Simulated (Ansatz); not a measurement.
# Electron scattering at the Σ5 (310) boundary in fcc Al with Ta (substitutional), part 2 of 2

How much does the Σ5 (310) boundary in fcc Al with Ta (substitutional) reflect electrons?

Ansatz 0.2.0; Ansatz plane-wave DFT, PBE, PAW files; relaxation of a bicrystal slab with its lowest layers held; PAW set soft_1 (the session's first sound run).

So far. Step 2 (Relaxing the bicrystal): The largest force component on a free atom ends at 0.027 eV/Å, under the tolerance of 0.03, after 7 steps.

### 3. Transmission across the boundary

Bulk layers of each grain are laid under and over the relaxed boundary, and a lead is named in the middle of each, away from the free faces. The mesh across the current, 10×16, is finer than the density's, because channels open and close sharply across the zone. Energies from -0.1 to 0.1 eV in steps of 0.05 eV are too few for the program's thermal sum, so it prints no conductance; for a metal the transmission near the Fermi level serves, at a fraction of the cost.

This step: Ansatz plane-wave DFT, PBE, PAW files; ballistic transport by layer matching (Landauer), zero bias; boundary relaxed in a short slab, bulk layers laid on; PAW set soft_1 (Ansatz 0.2.0).

System of this step: Σ5 (310) boundary in fcc Al with Ta (substitutional). The cell holds 67 atoms: 66 Al and 1 Ta. Its edges and angles: a = 6.400 Å, b = 4.048 Å, c = 50.816 Å, α = 90.0°, β = 90.0°, γ = 90.0°. It derives from Al. Regions: lower grain, 27 atoms (27 Al); boundary, 18 atoms (17 Al and 1 Ta); upper grain, 22 atoms (22 Al). Vacuum lies along c.

input.yaml reads:

```yaml
crystal:
  lattice:
    - [6.40040255, 0.0, 0.0]
    - [0.0, 4.04797, 0.0]
    - [0.0, 0.0, 50.8155897625]
  atoms:
    - { symbol: Al, position: [10.8, -18.0, 0.0787160007] }
    - { symbol: Al, position: [10.5, -17.5, 0.091311353] }
    - { symbol: Al, position: [10.2, -17.0, 0.1039067053] }
    - { symbol: Al, position: [9.9, -16.5, 0.1165020576] }
    - { symbol: Al, position: [9.6, -16.0, 0.1290974099] }
    - { symbol: Al, position: [9.3, -15.5, 0.1416927622] }
    - { symbol: Al, position: [9.0, -15.0, 0.1542881145] }
    - { symbol: Al, position: [8.7, -14.5, 0.1668834668] }
    - { symbol: Al, position: [8.4, -14.0, 0.1794788191] }
    - { symbol: Al, position: [8.1, -13.5, 0.1920741713] }
    - { symbol: Al, position: [7.8, -13.0, 0.2046695236] }
    - { symbol: Al, position: [7.5, -12.5, 0.2172648759] }
    - { symbol: Al, position: [7.2, -12.0, 0.2298602282] }
    - { symbol: Al, position: [6.9, -11.5, 0.2424555805] }
    - { symbol: Al, position: [6.6, -11.0, 0.2550509328] }
    - { symbol: Al, position: [6.3, -10.5, 0.2676462851] }
    - { symbol: Al, position: [6.0, -10.0, 0.2802416374] }
    - { symbol: Al, position: [5.7, -9.5, 0.2928369897] }
    - { symbol: Al, position: [5.4, -9.0, 0.305432342] }
    - { symbol: Al, position: [5.1, -8.5, 0.3180276943] }
    - { symbol: Al, position: [4.8, -8.0, 0.3306230466] }
    - { symbol: Al, position: [4.5, -7.5, 0.3432183989] }
    - { symbol: Al, position: [4.2, -7.0, 0.3558137511] }
    - { symbol: Al, position: [3.9, -6.5, 0.3684091034] }
    - { symbol: Al, position: [3.6, -6.0, 0.3810044557] }
    - { symbol: Al, position: [3.3, -5.5, 0.393599808] }
    - { symbol: Al, position: [3.0, -5.0, 0.4061951603] }
    - { symbol: Al, position: [0.7, 0.5, 0.4187905126] }
    - { symbol: Al, position: [0.4019572259, 0.0, 0.4320275356] }
    - { symbol: Al, position: [0.1105354031, 0.5, 0.4453910743] }
    - { symbol: Al, position: [0.8132507666, 0.0, 0.4555621481] }
    - { symbol: Al, position: [0.5176775852, 0.5, 0.4699349798] }
    - { symbol: Al, position: [0.224228046, 0.0, 0.4848552867] }
    - { symbol: Al, position: [0.9189891211, 0.5, 0.4953013995] }
    - { symbol: Al, position: [0.6201339668, 0.0, 0.5051598022] }
    - { symbol: Al, position: [0.3109612144, 0.5, 0.5333906633] }
    - { symbol: Ta, position: [0.0002447065, 0.0, 0.5315985762] }
    - { symbol: Al, position: [0.6172992713, 0.0, 0.5573437701] }
    - { symbol: Al, position: [0.9178215079, 0.5, 0.5676324844] }
    - { symbol: Al, position: [0.2183571581, 0.0, 0.5782185887] }
    - { symbol: Al, position: [0.5132108772, 0.5, 0.5924383136] }
    - { symbol: Al, position: [0.8138050642, 0.0, 0.6069253436] }
    - { symbol: Al, position: [0.1111810715, 0.5, 0.6174026485] }
    - { symbol: Al, position: [0.4063041118, 0.0, 0.6304209695] }
    - { symbol: Al, position: [0.7060399897, 0.5, 0.6441862489] }
    - { symbol: Al, position: [3.0060399897, -5.0, 0.6567816011] }
    - { symbol: Al, position: [3.3060399897, -5.5, 0.6693769534] }
    - { symbol: Al, position: [3.6060399897, -6.0, 0.6819723057] }
    - { symbol: Al, position: [3.9060399897, -6.5, 0.694567658] }
    - { symbol: Al, position: [4.2060399897, -7.0, 0.7071630103] }
    - { symbol: Al, position: [4.5060399897, -7.5, 0.7197583626] }
    - { symbol: Al, position: [4.8060399897, -8.0, 0.7323537149] }
    - { symbol: Al, position: [5.1060399897, -8.5, 0.7449490672] }
    - { symbol: Al, position: [5.4060399897, -9.0, 0.7575444195] }
    - { symbol: Al, position: [5.7060399897, -9.5, 0.7701397718] }
    - { symbol: Al, position: [6.0060399897, -10.0, 0.7827351241] }
    - { symbol: Al, position: [6.3060399897, -10.5, 0.7953304764] }
    - { symbol: Al, position: [6.6060399897, -11.0, 0.8079258287] }
    - { symbol: Al, position: [6.9060399897, -11.5, 0.8205211809] }
    - { symbol: Al, position: [7.2060399897, -12.0, 0.8331165332] }
    - { symbol: Al, position: [7.5060399897, -12.5, 0.8457118855] }
    - { symbol: Al, position: [7.8060399897, -13.0, 0.8583072378] }
    - { symbol: Al, position: [8.1060399897, -13.5, 0.8709025901] }
    - { symbol: Al, position: [8.4060399897, -14.0, 0.8834979424] }
    - { symbol: Al, position: [8.7060399897, -14.5, 0.8960932947] }
    - { symbol: Al, position: [9.0060399897, -15.0, 0.908688647] }
    - { symbol: Al, position: [9.3060399897, -15.5, 0.9212839993] }
kpoints:
  mp_grid: { grid: [4, 6, 1] }
hamiltonian:
  xc: pbe
  pseudopotentials: { kind: paw, azcp: { folder: soft_1 } }
scf:
  occupations: { method: fermi_dirac, width: 0.1 }
output:
  transmission:
    leads: [[14, 15], [54, 55]]
    kmesh: [10, 16]
    e_range: [-0.1, 0.1]
    de: 0.05
  write_potential: true
  write_density: true
  volumetric_format: npy
  elf: true
```

Started as:

```
> ansatz run input.yaml --threads 4 --pin off --max-ram 15360MiB --backend cpu --events-out ev --progress --plain --runs-dir out
```

Numbers of over 12 decimals in the logs are rounded to 6 here.

Output:

```text
[...]
Crystal: 67 atoms, lattice volume = 1316.563 Å³
Basis set: ecut = 420 eV, 25769 PW (Γ)
Bands: 173, of which v1, the nominal top of the filled ones, is band 106 counted from 1 (105 counted from 0)
Symmetry: 2 space group operations
[...]
k-points: 12 of 24 (time reversal used)
[...]
SCF iter   1: F=—  HF=-45410.491546 eV  |F-HF|=—  |Δ(HF+E_count)|=         —  Δρ=2.35e-2  dr2=1.45e2  ethr=3.10e-3  ⟨swp⟩=7.8  Hψ=11136  notcnv=0  defer=118
[...]
SCF iter   9: F=-45405.312551 eV  HF=-45405.312551 eV  |F-HF|=5.99e-8  |Δ(HF+E_count)|=   1.18e-7  Δρ=1.07e-6  dr2=8.21e-8  ethr=4.74e-11  ⟨swp⟩=22.2  Hψ=11754  notcnv=0
SCF 1 converged in 9 iterations: F = -45405.312551 eV  dr2 = 8.21e-8
[...]
transmission: 225 of 2214 steps passed
transmission: 446 of 2214 steps passed
[...]
transmission: 2214 of 2214 steps passed
WARN: The output density's exchange-correlation potential varies sharply where the density is thin. Do not read a vacuum level from v_tot or v_xc, or from such a field of the output density. On a cell that repeats whose density bears no net charge and no dipole along the vacuum's axis use v_es (v_loc + v_h of the components); under efield.dipole_correction with no amplitude use v_es + v_field, which holds any externa [...]
SCF converged after 9 iterations
Free energy (F): -45405.312551 eV
[...]
Internal energy: -45404.429478 eV  (E = F + TS)
E sigma→0 (E₀):  -45404.871015 eV
Entropy (-TS):   -0.883073 eV (-13.180 meV/atom)
Fermi energy:    6.195187 eV
[...]
--- Band table (eV; the first three rows and the last of 12) ---
  k-point 0: bands = [... 102 lower, 6.8492, 6.8612, 6.8839, 6.9190, 6.9690, 7.0137, 7.0360, 7.1301, ... 63 higher]
  k-point 1: bands = [... 102 lower, 6.2236, 6.3596, 6.3838, 6.5178, 6.6496, 6.7009, 6.7184, 6.7815, ... 63 higher]
  k-point 2: bands = [... 102 lower, 5.3303, 5.4349, 5.4479, 5.5366, 5.6217, 5.6680, 5.7414, 5.8731, ... 63 higher]
  k-point 11: bands = [... 102 lower, 5.4956, 5.5163, 5.6019, 5.6136, 5.7181, 5.7646, 5.7876, 5.8329, ... 63 higher]
--- Transmission ---
  basis      : 225 plane waves across, 41 finite elements along
  points     : 54, standing for a mesh of 10 x 16
  energies   : 5 from -0.100000 to 0.100000 eV about the Fermi level, 0.050000 eV apart; the leads are filled to 0.000000 eV, and channels, transmission and decay are at 0.000000 eV
  crystal 0  : Al4, at the sites [14, 15], period 2.5602 Å, over 17.92 Å; its Hamiltonian steps by up to 14.3 meV
    offset         : up to 0.0000 Å between an atom of the period and one for which it stands
    channels       : 5.043750e0 a spin
    conductance    : none, the energies end too early or step too widely for 300 K: set another output.transmission.e_range or a lower de, or, where they end at an eighth of basis.ecutwfc, a higher one
[...]
channels       : 5.043750e0 a spin
[...]
junction   : crystal 0 to crystal 1, 12.64 to 38.18 Å
    transmission   : 2.494443e0 a spin
[...]
```

The job ended after 9.9 min (4 threads of Arm Neoverse V1, shared host; peak memory 5.7 GiB).

Numbers from this step:

```
free energy                                    : -45405.3126 eV
energy at zero smearing                        : -45404.8710 eV
Fermi energy                                   : 6.195 eV
cell area                                      : 25.91 Å²
transmission per spin nearest the Fermi level  : 2.494
open channels per spin nearest the Fermi level : 5.044
open channels per spin, upper lead             : 5.044
step of the lead's potential                   : 14.3 meV
step of the upper lead's potential             : 13.6 meV
```

Per spin. The transmission, zone mean by energy, zero at the Fermi level:

```csv
energy (eV),"transmission, zone mean"
-0.1000,2.46
-0.0500,2.48
0.0000,2.49
0.0500,2.50
0.1000,2.53
```

Per spin. The open channels, zone mean by energy, zero at the Fermi level:

| energy (eV) | lead | upper lead |
| --- | --- | --- |
| -0.1000 | 4.96 | 5.01 |
| -0.0500 | 5.07 | 5.09 |
| 0.0000 | 5.04 | 5.04 |
| 0.0500 | 5.07 | 5.09 |
| 0.1000 | 5.14 | 5.19 |

Transmission over k1 and k2. At 0.0000 eV from the Fermi level.

Ten even steps from '_' (1.09) to '@' (3.77):
```
++..::==++**++==::..
**####==--==--==####
******++++==++++****
**##--++**##**++--##
==##----**##**----##
==##++--++**++--++##
++++====--__--====++
@@%%**==++++++==**%%
++++====--__--====++
==##++--++**++--++##
==##----**##**----##
**##--++**##**++--##
******++++==++++****
**####==--==--==####
++..::==++**++==::..
::__..--==--==--..__
```
Columns: k1 (b1) from -0.5 to 0.4; rows upwards: k2 (b2) from -0.5 to 0.438.

Open channels over k1 and k2. At 0.0000 eV from the Fermi level.

Values, 16 rows by 10 columns:
```
6.00 4.00 4.00 5.00 4.00 4.00 4.00 5.00 4.00 4.00
6.00 7.00 6.00 6.00 4.00 4.00 4.00 6.00 6.00 7.00
6.00 6.00 6.00 5.00 5.00 4.00 5.00 5.00 6.00 6.00
6.00 6.00 5.00 5.00 5.00 6.00 5.00 5.00 5.00 6.00
4.00 6.00 4.00 4.00 5.00 6.00 5.00 4.00 4.00 6.00
4.00 6.00 5.00 4.00 5.00 6.00 5.00 4.00 5.00 6.00
4.00 5.00 5.00 5.00 4.00 3.00 4.00 5.00 5.00 5.00
8.00 8.00 6.00 5.00 6.00 5.00 6.00 5.00 6.00 8.00
4.00 5.00 5.00 5.00 4.00 3.00 4.00 5.00 5.00 5.00
4.00 6.00 5.00 4.00 5.00 6.00 5.00 4.00 5.00 6.00
4.00 6.00 4.00 4.00 5.00 6.00 5.00 4.00 4.00 6.00
6.00 6.00 5.00 5.00 5.00 6.00 5.00 5.00 5.00 6.00
6.00 6.00 6.00 5.00 5.00 4.00 5.00 5.00 6.00 6.00
6.00 7.00 6.00 6.00 4.00 4.00 4.00 6.00 6.00 7.00
6.00 4.00 4.00 5.00 4.00 4.00 4.00 5.00 4.00 4.00
4.00 4.00 4.00 4.00 4.00 6.00 4.00 4.00 4.00 4.00
```
Columns: k1 (b1) from -0.5 to 0.4; rows upwards: k2 (b2) from -0.5 to 0.438.

Electrostatic potential energy in the ca plane at fractional y = 0.000, with atoms of Al and Ta within 0.2 Å of it. With pseudopotentials it is smooth inside the atoms' cores, unlike the true potential.

Ten even steps from '0' (-12 eV) to '9' (14 eV), each cell a mean:
```
77751375146532356777620000047777532246512650
77763000255212115777640000267776302114641002
77766444665059604677654223567775139713665445
66555667775048504664345665544565138613677666
53112567776211125531113664111255301115777763
31451267776543456414851452276136643356777740
22893167766666677415960451398136776666667630
31551266422356777521311553132146777642235640
52112565113036777652125665312467776412303663
65555663179315776655567777655566776218922566
45677763169315653234677887775433566317822677
13677775211036631211578888763121156511114677
41477776533466514971477777761387036653356777
71466656666777513961466545651497136776666556
21565212467777630112552001453121157777652113
14652132157777764335530000155423467777621430
66651597136766666677510000046666666677514981
```
Columns run along c (16.0 Å, from fractional 0.36 to 0.68 of the cell; values clipped at the 3rd and 97th percentile), rows up along a (6.4 Å). Atoms in or near the plane, at fractional coordinates: Al at (0.38, 0.60), Al at (0.41, 0.00), Al at (0.43, 0.40), Al at (0.46, 0.81), Al at (0.48, 0.22), Al at (0.51, 0.62), Ta at (0.53, 0.00), Al at (0.56, 0.62), Al at (0.58, 0.22), Al at (0.61, 0.81), Al at (0.63, 0.41), Al at (0.66, 0.01).

Valence density in the ca plane at fractional y = 0.000, with atoms of Al and Ta within 0.2 Å of it. It is the smooth field of the valence electrons, not physical close to the nuclei.

Values in e/Å³, 9 rows by 16 columns, each cell a mean:
```
0.1 0.2 0.1 0.2 0.2 0.2 0.1 0.3 3.0 1.7 0.2 0.2 0.2 0.2 0.2 0.1
0.1 0.2 0.2 0.2 0.1 0.1 0.2 0.2 0.4 0.3 0.2 0.2 0.1 0.2 0.2 0.2
0.2 0.2 0.1 0.1 0.2 0.2 0.2 0.2 0.3 0.2 0.2 0.2 0.2 0.2 0.1 0.2
0.1 0.1 0.2 0.2 0.2 0.2 0.2 0.1 0.2 0.2 0.1 0.2 0.2 0.2 0.2 0.2
0.2 0.2 0.2 0.1 0.2 0.1 0.2 0.2 0.1 0.2 0.2 0.2 0.1 0.1 0.2 0.2
0.2 0.1 0.2 0.1 0.2 0.2 0.2 0.2 0.1 0.1 0.2 0.2 0.2 0.1 0.1 0.1
0.2 0.1 0.2 0.2 0.2 0.2 0.1 0.2 0.1 0.2 0.2 0.1 0.2 0.2 0.2 0.1
0.2 0.2 0.2 0.2 0.1 0.2 0.1 0.3 0.8 0.5 0.2 0.1 0.2 0.1 0.2 0.2
0.2 0.2 0.1 0.2 0.1 0.2 0.2 0.4 3.5 2.2 0.2 0.2 0.2 0.1 0.2 0.1
```
Columns run along c (16.0 Å, from fractional 0.36 to 0.68 of the cell), rows up along a (6.4 Å). Atoms in or near the plane, at fractional coordinates: Al at (0.38, 0.60), Al at (0.41, 0.00), Al at (0.43, 0.40), Al at (0.46, 0.81), Al at (0.48, 0.22), Al at (0.51, 0.62), Ta at (0.53, 0.00), Al at (0.56, 0.62), Al at (0.58, 0.22), Al at (0.61, 0.81), Al at (0.63, 0.41), Al at (0.66, 0.01).

ELF in the ca plane at fractional y = 0.000, with atoms of Al and Ta within 0.2 Å of it. It is the smooth field of the valence electrons, not physical close to the nuclei.

Values, 9 rows by 16 columns, each cell a mean:
```
0.28 0.42 0.20 0.61 0.46 0.41 0.28 0.26 0.57 0.45 0.28 0.36 0.38 0.56 0.45 0.26
0.37 0.55 0.49 0.51 0.26 0.27 0.40 0.51 0.35 0.42 0.46 0.42 0.19 0.38 0.45 0.56
0.47 0.40 0.37 0.33 0.40 0.47 0.48 0.29 0.73 0.59 0.30 0.56 0.36 0.46 0.26 0.46
0.27 0.24 0.48 0.47 0.56 0.37 0.41 0.18 0.67 0.39 0.25 0.44 0.44 0.59 0.42 0.43
0.49 0.40 0.58 0.27 0.40 0.27 0.59 0.47 0.44 0.41 0.55 0.42 0.34 0.30 0.41 0.53
0.59 0.37 0.43 0.20 0.37 0.48 0.58 0.52 0.25 0.31 0.58 0.51 0.52 0.25 0.30 0.35
0.35 0.31 0.44 0.49 0.51 0.47 0.17 0.50 0.26 0.36 0.35 0.23 0.57 0.45 0.56 0.33
0.35 0.52 0.50 0.48 0.30 0.42 0.23 0.56 0.32 0.33 0.50 0.23 0.42 0.31 0.55 0.46
0.48 0.46 0.18 0.43 0.37 0.45 0.48 0.38 0.53 0.49 0.49 0.45 0.45 0.37 0.31 0.25
```
Columns run along c (16.0 Å, from fractional 0.36 to 0.68 of the cell), rows up along a (6.4 Å). Atoms in or near the plane, at fractional coordinates: Al at (0.38, 0.60), Al at (0.41, 0.00), Al at (0.43, 0.40), Al at (0.46, 0.81), Al at (0.48, 0.22), Al at (0.51, 0.62), Ta at (0.53, 0.00), Al at (0.56, 0.62), Al at (0.58, 0.22), Al at (0.61, 0.81), Al at (0.63, 0.41), Al at (0.66, 0.01).

Over the solved energies the transmission per spin lies between 2.46 and 2.53, out of 5.06 channels of the lead on average (up to 5.14).

### 4. Specific resistance

This step: Ansatz plane-wave DFT, PBE, PAW files; ballistic transport by layer matching (Landauer), zero bias; specific resistance of the boundary; PAW set soft_1 (Ansatz 0.2.0).

Numbers from this step:

- area resistance: 0.6821 fΩ m²
- T over the leads' mean channel count: 0.4915

Averaged over the energies near the Fermi level, 49.2 % of the channels pass, which makes 0.682 fΩ m².

By hand, with T and the leads' channels N averaged over the energies near the Fermi level: RA = A (h/2e²)(1/T − ½[1/N₁ + 1/N₂]) = 25.91×10⁻²⁰ m² × 12 906 Ω × (1/2.493 − ½[1/5.056 + 1/5.086]) = 0.682 fΩ m².

### 5. Summary of results

| Property | Result |
| --- | --- |
| specific resistance of the boundary | 0.682 fΩ m² |
| share of channels that pass | 0.492 |

In words: The boundary has a specific resistance of 0.68 fΩ m². The boundary reflects 51 % of the channels; 0.68 fΩ m² is 6.8×10⁻¹² Ω·cm². That equals the resistance of 25 nm of bulk Al at 300 K (measured 2.733 µΩ cm, CRC Handbook of Chemistry and Physics, 84th ed., 2003, Electrical Resistivity of Pure Metals). One Ta in 25.9 Å² of boundary is a high coverage. Each plane of this narrow cell holds one atom, so the solute fills a whole plane. One starting structure was relaxed; another shift or atom count at the boundary may lie lower. Spin-orbit coupling is left out, which matters for Ta.

[Logs are printed without paths, hosts, clocks, repeated set-up lines and the standing remarks that a program may print on its own settings, such as how far it seeks lower states.]

[Hosts, paths, dates, database ids (printed as entryN), source tags and the programs' standing remarks are cut or masked in the printed files.]
